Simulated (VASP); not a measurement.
Runs of VASP 6.6.1 on TePb. It takes space group Fm-3m (No. 225, cubic). Conventional cell: a = 6.462 Å, b = 6.462 Å, c = 6.462 Å, α = 90.00°, β = 90.00°, γ = 90.00°. Pb (site symmetry m-3m) is surrounded by 6 Te at 3.23 Å. Te (site symmetry m-3m) is surrounded by 6 Pb at 3.23 Å. 

```csv
task,level,spin,cell,k mesh,cutoff (eV),pressure (GPa),relaxed volume (Å³/atom)
relaxation of cell and atoms,rSCAN,off,relaxed,7 × 7 × 7,600,0.0,(a)
band structure,SCAN,off,as given,7 × 7 × 7,520,(b),-
band structure,rSCAN,off,as given,7 × 7 × 7,520,1.7,-
band structure,r2SCAN,"SOC, no magnetisation",as given,5 × 5 × 5,520,1.4,-
relaxation of cell and atoms,SCAN,off,relaxed,7 × 7 × 7,600,0.0,34.25
```

Alike in all rows: potentials or basis VASP PAW PBE potentials, release 64 (Pb_d, Te); smearing fermi-dirac 0.05 eV.

**Question.** Estimate the missing entries.

**Answer.** (a) 35.01; (b) 0.6.

Caveats: the PAW data sets were made with another functional, which shifts forces and pressure a little.
